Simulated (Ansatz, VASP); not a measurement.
## One calculation of SiC, two programs

```
Si C
1.0
     3.10676    0.00000    0.00000
    -1.55338    2.69053    0.00000
     0.00000    0.00000    5.04800
Si C
2 2
Direct
  0.33333 0.66667 0.00000
  0.66667 0.33333 0.50000
  0.33333 0.66667 0.38500
  0.66667 0.33333 0.88500
```

Change from the starting cell: equal xx and yy strain of +1 %, crystal datasets.

Alike in both runs: task electric field gradients; functional PBEsol; k mesh 15 × 15 × 8; occupations fermi-dirac, width 0.08 eV; no spin polarisation.

```csv
,VASP,Ansatz
version,VASP 6.6.1,Ansatz 0.2.0
potentials or method,"VASP PAW PBE potentials, release 64 (Si, C), cutoff 520 eV","all-electron PAW with datasets made for the crystal, scalar-relativistic"
```

Ansatz gave:

| Quantity | Value |
| --- | --- |
| pressure (GPa) | -4.3 |
| largest component of the traceless stress (GPa) | 0.54 |
| rms of the force components (eV/Å) | 0.373 |
| Vzz of the field gradient on the site that differs most (V/Å²) | 12.8 |

**Question.** Which values does VASP return?

**Answer.** Pressure (GPa): -3.9; largest component of the traceless stress (GPa): 0.50; rms of the force components (eV/Å): 0.375; Vzz of the field gradient on the site that differs most (V/Å²): 13.6.

Atom by atom the forces differ by 0.002 eV/Å (rms over components). Ansatz ran all-electron here, so the differences hold the error of VASP's frozen core and of both bases.

Caveats: the PAW data sets were made with another functional, which shifts forces and pressure a little (VASP). A k mesh can miss the band edges.
